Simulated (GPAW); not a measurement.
Wanted: an ASE script for a GPAW 26.7.0 run.

```yaml
Task: relaxation of cell and atoms
Functional: PBE
Dispersion: D4
Potentials_or_basis: GPAW PAW data sets (gpaw-data 1.2.1)
Cutoff: 600 eV
Basis: pw
k_mesh: 8 × 8 × 5
Occupations: fermi-dirac, width 0.05 eV
Spin: no spin polarisation
Maxiter: 150
Optimizer: BFGS
Fmax: 0.05 eV/Å
Max_steps: 60
```

The structure of Ru lies in Ru.cif:

```cif
data_Ru
_cell_length_a 2.70580000
_cell_length_b 2.70580000
_cell_length_c 4.28190000
_cell_angle_alpha 90.00000000
_cell_angle_beta 90.00000000
_cell_angle_gamma 120.00000000
_space_group_name_H-M_alt 'P6_3/mmc'
_space_group_name_Hall '-P 6c 2c'
_space_group_IT_number 194
loop_
_space_group_symop_operation_xyz
'x,y,z'
'-x,-y,-z'
'x-y,x,z+1/2'
'-x+y,-x,-z+1/2'
'-y,x-y,z'
'y,-x+y,-z'
'-x,-y,z+1/2'
'x,y,-z+1/2'
'-x+y,-x,z'
'x-y,x,-z'
'y,-x+y,z+1/2'
'-y,x-y,-z+1/2'
'-y,-x,-z+1/2'
'y,x,z+1/2'
'-x,-x+y,-z'
'x,x-y,z'
'-x+y,y,-z+1/2'
'x-y,-y,z+1/2'
'y,x,-z'
'-y,-x,z'
'x,x-y,-z+1/2'
'-x,-x+y,z+1/2'
'x-y,-y,-z'
'-x+y,y,z'
loop_
_atom_site_label
_atom_site_type_symbol
_atom_site_symmetry_multiplicity
_atom_site_Wyckoff_symbol
_atom_site_fract_x
_atom_site_fract_y
_atom_site_fract_z
_atom_site_occupancy
Ru1 Ru 2 c 0.6666666667 0.3333333333 0.7500000000 1
```

One way to write it, as run:

run.py

```python
from ase.calculators.mixing import SumCalculator
from ase.filters import FrechetCellFilter
from ase.io import read, write
from ase.optimize import BFGS
from dftd4.ase import DFTD4
from gpaw import GPAW, PW

atoms = read('Ru.cif')

calc = GPAW(mode=PW(600),
            xc='PBE',
            kpts={'size': (8, 8, 5), 'gamma': True},
            occupations={'name': 'fermi-dirac', 'width': 0.05},
            nbands=29,
            convergence={'density': 1e-05, 'energy': 1e-05},
            maxiter=150,
            txt='gpaw.txt')
atoms.calc = SumCalculator([calc, DFTD4(method='pbe')])
opt = BFGS(FrechetCellFilter(atoms), trajectory='relax.traj', logfile='-')
done = opt.run(fmax=0.05, steps=60)
calc.write('gs.gpw')
write('result.traj', atoms)
print('Converged:', done)
print('Cell:', atoms.cell.cellpar().round(4))
print('Volume:', round(atoms.get_volume(), 4))
print(atoms.get_scaled_positions().round(5))
```

Potentials or basis: GPAW PAW data sets (gpaw-data 1.2.1), pw.

The run is started by

```sh
$ OMP_NUM_THREADS=1 python run.py
```

It gave:

```
Relaxed volume                         : 13.46 Å³/atom
Relaxed cell                           : a = 2.699 Å, b = 2.699 Å, c = 4.267 Å, α = 90.00°, β = 90.00°, γ = 120.00°
Space group after relaxing (to 0.05 Å) : P6_3/mmc (No. 194)
Energy gained by relaxing              : 0.8 meV/atom
Ionic steps                            : 3
Pressure after relaxing                : 0.0 GPa
Band gap on the k mesh                 : none (metal or under the smearing width)
Dispersion energy per atom             : -0.529 eV
```

Caveat: later steps reuse the first step's grids; pairwise dispersion overbinds metals, which lowers pressure and volume.

Run time: 44 s on 1 thread of Arm Neoverse V1 (shared host), peak memory 0.19 GiB.
